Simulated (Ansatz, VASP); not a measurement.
## Two plane-wave programs on Ta

```
CELL_PARAMETERS angstrom
-1.68469 1.68469 1.68469
1.68469 -1.68469 1.68469
1.68469 1.68469 -1.68469
ATOMIC_POSITIONS crystal
Ta 0.00000 0.00000 0.00000
```

Alike in both runs: task single point; functional r2SCAN; k mesh 18 × 18 × 18; occupations gaussian, width 0.1 eV; no spin polarisation.

```csv
,VASP,Ansatz
version,VASP 6.6.1,Ansatz 0.2.0
potentials or method,"VASP PAW PBE potentials, release 64 (Ta_pv)","scalar-relativistic, plane waves, PAW"
plane-wave cutoff (eV),520,500
valence electrons in the cell,11,13
```

|  | VASP | Ansatz | Ansatz less VASP |
| --- | --- | --- | --- |
| gap on the k mesh at the Fermi level (eV) | none | none | - |
| pressure (GPa) | -10.1 | -10.6 | -0.47 |

A gap of «none» marks a metal or a gap that the smearing closes. With one functional, cell and mesh, what is left measures potentials, basis and numerics. The two sets of potentials don't hold the same shells in valence.

Caveats: the PAW data sets were made with another functional, which shifts forces and pressure a little (VASP). Spin-orbit coupling is left out, which matters for the levels of Ta.
